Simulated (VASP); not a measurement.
# Cu (Fm-3m) in VASP: a series of runs, part 2 of 3

VASP 6.6.1. The steps go on from the part before.

### Step 3. Relaxation of the atoms, PBE (a relaxed cell with its volume scaled by 0.94)

INCAR reads:

```
SYSTEM = Cu
ALGO = Normal
EDIFF = 1E-7
EDIFFG = -0.01
ENCUT = 600
GGA = PE
IBRION = 2
ISIF = 2
ISMEAR = 1
LASPH = .True.
LCHARG = .False.
LREAL = .False.
LWAVE = .False.
NELM = 80
NSW = 40
PREC = Accurate
SIGMA = 0.1
```

KPOINTS reads:

```
k-points
0
Gamma
  18 18 18
  0 0 0
```

POSCAR reads:

```
Cu                                      
1.0
    0.0000000000      1.7807495861      1.7807495861
    1.7807495861      0.0000000000      1.7807495861
    1.7807495861      1.7807495861      0.0000000000
  Cu            
     1
Direct
     0.0000000000000000    0.0000000000000000    0.0000000000000000
```

Potentials or basis: VASP PAW PBE potentials, release 64 (Cu).

Command:

```
$ cat potpaw_PBE.64/Cu/POTCAR > POTCAR
$ mpirun -np 1 vasp_std > vasp.out
```

OUTCAR:

```text
SYSTEM = Cu
   EDIFF = 1E-7
   EDIFFG = -0.01
   ENCUT = 600
   GGA = PE
   IBRION = 2
   ISIF = 2
   ISMEAR = 1
   LASPH = .True.
   LREAL = .False.
   NELM = 80
   NSW = 40
   PREC = Accurate

 ion  position               nearest neighbor table
   1  0.000  0.000  0.000-

  LATTYP: Found a face centered cubic cell.
 ALAT       =     3.5614991722

  Lattice vectors:

 A1 = (   0.0000000000,   1.7807495861,   1.7807495861)
 A2 = (   1.7807495861,   0.0000000000,   1.7807495861)
 A3 = (   1.7807495861,   1.7807495861,   0.0000000000)

Analysis of symmetry for initial positions (statically):
=====================================================================
 Subroutine PRICEL returns:
 Original cell was already a primitive cell.

 Routine SETGRP: Setting up the symmetry group for a
 face centered cubic supercell.

 Subroutine GETGRP returns: Found 48 space group operations
 (whereof 48 operations were pure point group operations)
 out of a pool of 48 trial point group operations.

The static configuration has the point symmetry O_h .

Analysis of symmetry for dynamics (positions and initial velocities):
=====================================================================
 Subroutine PRICEL returns:
 Original cell was already a primitive cell.

 Routine SETGRP: Setting up the symmetry group for a
 face centered cubic supercell.

 Subroutine GETGRP returns: Found 48 space group operations
 (whereof 48 operations were pure point group operations)
 out of a pool of 48 trial point group operations.

The dynamic configuration has the point symmetry O_h .

 Subroutine INISYM returns: Found 48 space group operations
 (whereof 48 operations are pure point group operations),
 and found     1 'primitive' translations

----------------------------------------------------------------------------------------

                                     Primitive cell

  volume of cell :      11.2938

  direct lattice vectors                    reciprocal lattice vectors
     0.000000000  1.780749586  1.780749586    -0.280780635  0.280780635  0.280780635
     1.780749586  0.000000000  1.780749586     0.280780635 -0.280780635  0.280780635
     1.780749586  1.780749586  0.000000000     0.280780635  0.280780635 -0.280780635

  length of vectors
     2.518360216  2.518360216  2.518360216     0.486326326  0.486326326  0.486326326

  position of ions in fractional coordinates (direct lattice)
     0.000000000  0.000000000  0.000000000

  ion indices of the primitive-cell ions
   primitive index   ion index
                 1           1

----------------------------------------------------------------------------------------

 KPOINTS: k-points

Automatic generation of k-mesh.
 Grid dimensions read from file:
 generate k-points for:   18   18   18

 Generating k-lattice:

  Cartesian coordinates                     Fractional coordinates (reciprocal lattice)
    -0.015598924  0.015598924  0.015598924     0.055555556  0.000000000  0.000000000
     0.015598924 -0.015598924  0.015598924     0.000000000  0.055555556  0.000000000
     0.015598924  0.015598924 -0.015598924     0.000000000  0.000000000  0.055555556

  Length of vectors
     0.027018129  0.027018129  0.027018129

  Shift w.r.t. Gamma in fractional coordinates (k-lattice)
     0.000000000  0.000000000  0.000000000

 Subroutine IBZKPT returns following result:
 ===========================================

 Found    195 irreducible k-points:

 Following reciprocal coordinates:
            Coordinates               Weight
  0.000000  0.000000  0.000000      1.000000
  0.055556  0.000000  0.000000      8.000000
  0.111111  0.000000  0.000000      8.000000
  0.166667  0.000000  0.000000      8.000000
  0.222222  0.000000  0.000000      8.000000
  0.277778  0.000000  0.000000      8.000000
[... 16 lines left out ...]
 -0.277778  0.055556  0.000000     24.000000
 -0.222222  0.055556  0.000000     24.000000
 [... further k-points ...]
   k-points           NKPTS =    195   k-points in BZ     NKDIM =    195   number of bands    NBANDS=      9
   number of dos      NEDOS =    301   number of ions     NIONS =      1
   total plane-waves  NPLWV =   8000
   dimension x,y,z NGX =    20 NGY =   20 NGZ =   20
   dimension x,y,z NGXF=    40 NGYF=   40 NGZF=   40
   ions per type =               1
   NGX,Y,Z   is equivalent  to a cutoff of  13.20, 13.20, 13.20 a.u.
   NGXF,Y,Z  is equivalent  to a cutoff of  26.41, 26.41, 26.41 a.u.
 SYSTEM =  Cu
   PREC   = accura    normal or accurate (medium, high low for compatibility)
   ISTART =      0    job   : 0-new  1-cont  2-samecut
   ICHARG =      2    charge: 1-file 2-atom 10-const
   ISPIN  =      1    spin polarized calculation?
   LNONCOLLINEAR =      F non collinear calculations
   LSORBIT =      F    spin-orbit coupling
   LASPH  =      T    aspherical Exc in radial PAW
   ENCUT  =  600.0 eV  44.10 Ry    6.64 a.u.   5.03  5.03  5.03*2*pi/ulx,y,z
   NELM   =     80;   NELMIN=  2; NELMDL= -5     # of ELM steps
   EDIFF  = 0.1E-06   stopping-criterion for ELM
   LREAL  =      F    real-space projection
   EDIFFG = -.1E-01   stopping-criterion for IOM
   NSW    =     40    number of steps for IOM
   IBRION =      2    ionic relax: 0-MD 1-quasi-New 2-CG
   NFREE  =      1    steps in history (QN), initial steepest desc. (CG)
   ISIF   =      2    stress and relaxation
   ISYM   =      2    0-nonsym 1-usesym 2-fastsym
   POTIM  = 0.5000    time-step for ionic-motion
   TEBEG  =    0.0;   TEEND  =   0.0 temperature during run
   PSTRESS=    0.0 pullay stress
   NELECT =      11.0000    total number of electrons
   NUPDOWN=      -1.0000    fix difference up-down
   EMIN   =  10.00;   EMAX   =-10.00  energy-range for DOS
   EFERMI =   0.00;   METHOD = LEGACY
   ISMEAR =     1;   SIGMA  =   0.10  broadening in eV -4-tet -1-fermi 0-gaus
   EFERMI_NEDOS =   21; number of points for ismear=-14 and -15
   IALGO  =     38    algorithm
   IMIX   =      4    mixing-type and parameters
     AMIX     =   0.40;   BMIX     =  1.00
     AMIX_MAG =   1.60;   BMIX_MAG =  1.00
  volume/ion in A,a.u.               =      11.29        76.21
  Fermi-wavevector in a.u.,A,eV,Ry     =   1.622780  3.066609 35.829768  2.633414
  Thomas-Fermi vector in A             =   2.716337
   LORBIT       =      0    0 simple, 1 ext, 2 COOP (PROOUT), +10 PAW based schemes
   GGA     = PE    functional components
   LHFCALC =     F    Hartree Fock is set to
   AEXX    =    0.0000 exact exchange contribution
   IVDW    =     0    specifies the selected vdW correction
   LEPSILON=     F    determine dielectric tensor
   LRPA    =     F    only Hartree local field effects (RPA)
 conjugate gradient relaxation of ions
 non-spin polarized calculation
 Methfessel and Paxton  Order N= 1 SIGMA  =   0.10
  energy-cutoff  :      600.00
  volume of cell :       11.29
 maximum number of plane-waves:       388
   NGX =  9   NGY =  9   NGZ =  9

 number of electron      11.0000013 magnetization

 Free energy of the ion-electron system (eV)
  ---------------------------------------------------
  ext. energy  EPLUGINS =         0.00000000
  ---------------------------------------------------
  free energy    TOTEN  =        -3.70721946 eV

  energy without entropy =       -3.70716595  energy(sigma->0) =       -3.70720162

 E-fermi :   8.1238     XC(G=0): -12.9870

 val. band max:        8.1208545044   @ k =   0.5000   0.1111   0.0000
 cond. band min:       8.1608924360   @ k =   0.5000   0.2778   0.1111
 fundamental gap:      0.0400379316
 Fermi energy:         8.1237757737

 k-point     1 :       0.0000    0.0000    0.0000
  band No.  band energies     occupation
      1      -1.5437      2.00000
      2       4.9912      2.00000
      3       4.9912      2.00000
      4       4.9912      2.00000
      5       5.8728      2.00000
      6       5.8728      2.00000
      7      31.1043      0.00000
      8      34.1007      0.00000
      9      34.1007      0.00000

 k-point     2 :       0.0556    0.0000    0.0000
  band No.  band energies     occupation
      1      -1.4275      2.00000
      2       4.9652      2.00000
      3       5.0141      2.00000
      4       5.0141      2.00000
      5       5.8635      2.00000
      6       5.8635      2.00000
      7      30.5207      0.00000
      8      32.6412      0.00000
      9      33.7328      0.00000
[... 253 lines left out ...]
 k-point    24 :      -0.2222    0.0556    0.0000
  band No.  band energies     occupation
      1       0.5911      2.00000
      2       4.6751      2.00000
      3       5.1576      2.00000
      4       5.1991      2.00000
      5       5.8202      2.00000
      6       6.0816      2.00000
      7      21.5249      0.00000
      8      28.6532      0.00000
      9      32.3275      0.00000

 [... further k-points ...]
[... 5 lines left out ...]
  --------------------------------------------------------------------------------------
  -------------------------------------------------------------------------------------
  Total        0.7028434      0.7028434      0.7028434     -0.0000000     -0.0000000      0.0000000
  in kB       99.7081352     99.7081352     99.7081352     -0.0000000     -0.0000000      0.0000000
  external PRESSURE =      99.7081352 kB  Pullay stress =       0.0000000 kB

 VOLUME and BASIS-vectors are now :
 -----------------------------------------------------------------------------
  energy-cutoff  :      600.00
  volume of cell :       11.29
      direct lattice vectors                 reciprocal lattice vectors
     0.000000000  1.780749586  1.780749586    -0.280780635  0.280780635  0.280780635
     1.780749586  0.000000000  1.780749586     0.280780635 -0.280780635  0.280780635
     1.780749586  1.780749586  0.000000000     0.280780635  0.280780635 -0.280780635

 POSITION                                       TOTAL-FORCE (eV/Angst)
 -----------------------------------------------------------------------------------
      0.00000      0.00000      0.00000        -0.000000      0.000000      0.000000
 -----------------------------------------------------------------------------------
    total drift:                                0.000000      0.000000      0.000000

  FREE ENERGIE OF THE ION-ELECTRON SYSTEM (eV)
  ---------------------------------------------------
  free  energy   TOTEN  =        -3.7072194627 eV

  energy  without entropy=       -3.7071659476  energy(sigma->0) =       -3.70720162

 reached required accuracy - stopping structural energy minimisation
```

OSZICAR:

```text
N       E                     dE             d eps       ncg     rms          rms(c)
DAV:   1     0.393218989191E+02    0.39322E+02   -0.62618E+03  3606   0.235E+03
DAV:   2    -0.415049659286E+01   -0.43472E+02   -0.41353E+02  3546   0.209E+02
DAV:   3    -0.462440962832E+01   -0.47391E+00   -0.47265E+00  4241   0.318E+01
DAV:   4    -0.462775348201E+01   -0.33439E-02   -0.33431E-02  4250   0.240E+00
DAV:   5    -0.462778863654E+01   -0.35155E-04   -0.35155E-04  4321   0.193E-01    0.773E+00
DAV:   6    -0.405507264316E+01    0.57272E+00   -0.16164E+01  3689   0.965E+01    0.365E+00
DAV:   7    -0.372115306645E+01    0.33392E+00   -0.24385E+00  3746   0.371E+01    0.622E-01
DAV:   8    -0.370857767131E+01    0.12575E-01   -0.48947E-03  3994   0.112E+00    0.278E-01
DAV:   9    -0.370721887362E+01    0.13588E-02   -0.93809E-03  3914   0.215E+00    0.309E-02
DAV:  10    -0.370722035949E+01   -0.14859E-05   -0.51492E-05  5141   0.154E-01    0.579E-03
DAV:  11    -0.370721941754E+01    0.94195E-06   -0.35041E-07  4067   0.811E-03    0.366E-04
DAV:  12    -0.370721946268E+01   -0.45133E-07   -0.17506E-08  2086   0.255E-03
   1 F= -.37072195E+01 E0= -.37072016E+01  d E =-.370722E+01
```

Wall time 8.1 s (1 thread of Intel Xeon 6975P-C (Granite Rapids), shared host); peak memory 0.15 GiB.

What came out:

```yaml
Free_energy: -3.7072 eV
Pressure_after_relaxing: 10.0 GPa
Band_gap_on_the_k_mesh: none (metal or under the smearing width)
```

Final structure:
```
Cu
1.0
     0.00000    1.78075    1.78075
     1.78075    0.00000    1.78075
     1.78075    1.78075    0.00000
Cu
1
Direct
  0.00000 0.00000 0.00000
```

Caveat: the relaxation stopped at its first step, so nothing moved.

### Step 4. Relaxation of the atoms, PBE (a relaxed cell with its volume scaled by 0.96)

INCAR is that of step 3.

KPOINTS is that of step 3.

POSCAR reads:

```
Cu                                      
1.0
    0.0000000000      1.7932904894      1.7932904894
    1.7932904894      0.0000000000      1.7932904894
    1.7932904894      1.7932904894      0.0000000000
  Cu            
     1
Direct
     0.0000000000000000    0.0000000000000000    0.0000000000000000
```

Command:

```
$ cat potpaw_PBE.64/Cu/POTCAR > POTCAR
$ mpirun -np 1 vasp_std > vasp.out
```

It took 8.2 s on 1 thread of Intel Xeon 6975P-C (Granite Rapids), shared host; peak memory 0.14 GiB.

Results (log left out):

| Item | Value |
| --- | --- |
| Free energy | -3.7194 eV |
| Pressure after relaxing | 6.3 GPa |
| Band gap on the k mesh | none (metal or under the smearing width) |

Final structure:
```cif
data_structure
_symmetry_space_group_name_H-M 'P 1'
_symmetry_Int_Tables_number 1
_cell_length_a 2.5361
_cell_length_b 2.5361
_cell_length_c 2.5361
_cell_angle_alpha 60.000
_cell_angle_beta 60.000
_cell_angle_gamma 60.000
_cell_volume 11.53
loop_
_atom_site_label
_atom_site_type_symbol
_atom_site_fract_x
_atom_site_fract_y
_atom_site_fract_z
_atom_site_occupancy
Cu1 Cu 0.00000 0.00000 0.00000 1
```

Levels at points of the mesh, in eV from the Fermi level:
```tsv
k point	band 4	band 5	band 6	band 7	band 8	band 9
(0.00, 0.00, 0.00)	-3.07	-2.21	-2.21	22.81	25.64	25.64
(0.50, 0.00, 0.00)	-1.62	-1.62	-1.04	3.91	21.29	22.47
(0.50, 0.50, 0.00)	-1.47	-1.47	1.51	7.31	13.30	13.30
```

Caveat: the relaxation stopped at its first step, so nothing moved.

(Part 2 of 3 ends here.)
